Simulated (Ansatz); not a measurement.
The system is Ti.

```xyz
2
Lattice="2.9500 0.0000 0.0000 -1.4750 2.5548 0.0000 0.0000 0.0000 4.6800" Properties=species:S:1:pos:R:3 pbc="T T T"
Ti    1.4750    0.8516    3.5100
Ti    0.0000    1.7032    1.1700
```

| Quantity | Value |
| --- | --- |
| Program | Ansatz 0.2.0 |
| Task | relaxation of cell and atoms |
| Functional | PBE |
| Dispersion | D4 |
| Potentials or basis | Ansatz PAW |
| Cutoff | 420 eV (not typed: the program's choice for these potentials) |
| k mesh | 10 × 10 × 6 |
| Occupations | fermi-dirac, width 0.05 eV |
| Spin | no spin polarisation |

At the start: volume 17.64 Å³/atom.

Problem. Where does the relaxation end?

Solution. It ends after 5 steps and the volume is 17.11 Å³/atom (-3.0 %); space group P6_3/mmc (No. 194, to 0.05 Å).

Step by step:
```
step  energy change (eV)  largest force (eV/Å)  volume (Å³)
   1              0.0000                0.0000        35.27
   2             -0.0110                0.0000        34.27
   3             -0.0111                0.0000        34.22
   4             -0.0111                0.0000        34.22
   5             -0.0110                0.0000        34.22
```

Final structure:
```xyz
2
Lattice="2.9245 0.0000 0.0000 -1.4622 2.5327 0.0000 0.0000 0.0000 4.6202" Properties=species:S:1:pos:R:3 pbc="T T T"
Ti    1.4622    0.8442    3.4652
Ti    0.0000    1.6884    1.1551
```

Caveat: the plane-wave basis is chosen anew once the cell has moved, so the energies of steps on either side of that aren't comparable.
